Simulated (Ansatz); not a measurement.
# Si2Mo: biaxial strain in the a-b plane

One table from this session's results is given with a row withheld; the runs are named, their logs left out.

Program: Ansatz 0.2.0. Level of theory: DFT PBEsol, scalar-relativistic, plane waves, PAW. These are calculated values, not measurements.

2 further runs of the same task are left out: 2 set aside as unsound or not needed.

## The structure to begin with

The structure is tetragonal, space group I4/mmm (No. 139). The conventional cell has a = 3.190 Å, b = 3.190 Å, c = 7.821 Å, α = 90.00°, β = 90.00°, γ = 90.00°. Si (site symmetry 4mm) is surrounded by 5 Si at 2.58 to 2.62 Å and 5 Mo at 2.60 to 2.62 Å. Mo (site symmetry 4/mmm) is surrounded by 10 Si at 2.60 to 2.62 Å.

Coordinates:

```cif
data_structure
_symmetry_space_group_name_H-M 'I4/mmm'
_symmetry_Int_Tables_number 139
_cell_length_a 3.1901
_cell_length_b 3.1901
_cell_length_c 7.8214
_cell_angle_alpha 90.000
_cell_angle_beta 90.000
_cell_angle_gamma 90.000
_cell_volume 79.59
loop_
_atom_site_label
_atom_site_type_symbol
_atom_site_symmetry_multiplicity
_atom_site_Wyckoff_symbol
_atom_site_fract_x
_atom_site_fract_y
_atom_site_fract_z
_atom_site_occupancy
Si1 Si 4 e 0.00000 0.00000 0.33506 1
Mo1 Mo 2 a 0.00000 0.00000 0.00000 1
```

The unstrained cell was computed beforehand with the same settings: E(σ→0) = -12284.5322 eV for 6 atoms, gap none (metal).

The first run:

File input.yaml:

```yaml
crystal:
  lattice:
    - [3.1422191171, 0.0, 0.0]
    - [0.0, 3.1422191171, 0.0]
    - [0.0, 0.0, 7.8917764596]
  atoms:
    - { symbol: Si, position: [0.0, 0.0, 0.3350596647] }
    - { symbol: Si, position: [0.5, 0.5, 0.1649403353] }
    - { symbol: Si, position: [0.5, 0.5, 0.8350596647] }
    - { symbol: Si, position: [0.0, 0.0, 0.6649403353] }
    - { symbol: Mo, position: [0.0, 0.0, 0.0] }
    - { symbol: Mo, position: [0.5, 0.5, 0.5] }
basis:
  ecutwfc: 420
kpoints:
  mp_grid: { grid: [12, 12, 6] }
hamiltonian:
  xc: pbesol
scf:
  occupations: { method: gaussian, width: 0.1 }
output:
  forces: true
  stress: true
  eigenvalues: true
relax:
  adjacent_minimum: "off"
  f_tol: 0.008
  max_steps: 40
  cell: { stress_tol: 0.015, fix: [a, b, gamma] }
```

Started as:

```bash
ansatz run input.yaml --threads 1 --pin off --max-ram 2560MiB --backend cpu --events-out ev --progress --plain --runs-dir out
```

Steps of the session up to this table: Strain -1.5 %; Strain +1.5 %; The cell strained by -3.0 %; Strain +3.0 %; Strain -4.5 %; Strain +4.5 %.

One table of the session follows, with a row left open; its other results are not shown here.

Lengths are those of the vectors of the cell that was run; stresses in GPa:

| strain (%) | ΔE (meV/atom) | a (Å) | b (Å) | c (Å) |
| --- | --- | --- | --- | --- |
| -4.5 | 92.5 | 3.047 | 3.047 | 7.986 |
| -3.0 | 40.2 | 3.094 | 3.094 | 7.923 |
| -1.5 | ? | ? | ? | ? |
| +0.0 | 0.0 | 3.190 | 3.190 | 7.821 |
| +1.5 | 8.9 | 3.238 | 3.238 | 7.780 |
| +3.0 | 34.7 | 3.286 | 3.286 | 7.745 |
| +4.5 | 75.4 | 3.334 | 3.334 | 7.713 |

Estimate the missing values for strain (%) = -1.5.

Worked estimate for «ΔE (meV/atom)». A straight line through the neighbours (-3.0, 40.2) and (0.0, 0.0) gives 40.2 + (0.0 − 40.2) × (-1.5 + 3.0) / (0.0 + 3.0) = 20.1; a parabola fitted to 4 rows on both sides gives 9.9.

**Answer.** ΔE (meV/atom): 10.0; a (Å): 3.142; b (Å): 3.142; c (Å): 7.867. In «ΔE (meV/atom)» the line misses by +10.1 and the parabola by -0.1.

ΔE is over the unstrained cell. Stress in GPa, positive in compression, on the Cartesian axes of the input. 
